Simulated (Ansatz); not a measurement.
Runs of Ansatz 0.2.0 on FeGe. It takes space group P6/mmm (No. 191, hexagonal). The conventional cell has a = 4.998 Å, b = 4.998 Å, c = 4.116 Å, α = 90.00°, β = 90.00°, γ = 120.00°. Around Ge (site symmetry -6m2) lie 6 Fe at 2.51 Å and 3 Ge at 2.89 Å. Ge (site symmetry 6/mmm) is surrounded by 6 Fe at 2.50 Å. Fe (site symmetry mmm) is surrounded by 6 Ge at 2.50 to 2.51 Å and 4 Fe at 2.50 Å. The cell is a database's computed one.

```csv
task,spin,cell,target pressure (GPa),points for each segment of the path,gap on the mesh (eV),pressure (GPa),moment (μB)
single point,"collinear, ferromagnetic start",as given,-,-,none,-10.2,4.26
relaxation of cell and atoms,"collinear, ferromagnetic start",relaxed to 10 GPa,10,-,none,10.0,3.54
band structure,"non-collinear, ferromagnetic start, SOC",as given,-,14,none,-10.2,4.25
relaxation of cell and atoms,"collinear, ferromagnetic start",relaxed to 30 GPa,30,-,none,30.0,(a)
single point,"collinear, random start",as given,-,-,none,-10.2,4.26
single point,"collinear, antiferromagnetic start",as given,-,-,none,-10.2,4.26
single point,off,as given,-,-,none,-12.9,-
```

Alike in all rows: level PBEsol; potentials or basis Ansatz PAW; k mesh 6 × 6 × 7; cutoff (eV) 420; smearing fermi-dirac 0.05 eV.

Fill in the values left out.

(a) 3.14.

Caveats: the PAW data sets come from PBE, with cores solved anew for the run's functional, which leaves a small shift of forces and pressure; the plane-wave basis is chosen anew once the cell has moved, so the energies of steps on either side of that aren't comparable (some runs); the thresholds are loose for stress (some runs); the starting moments weren't kept (some runs).

A k mesh can miss the band edges, and rows without SOC leave out spin-orbit coupling on Ge.

A gap of «none» marks a metal or a gap under the smearing width.
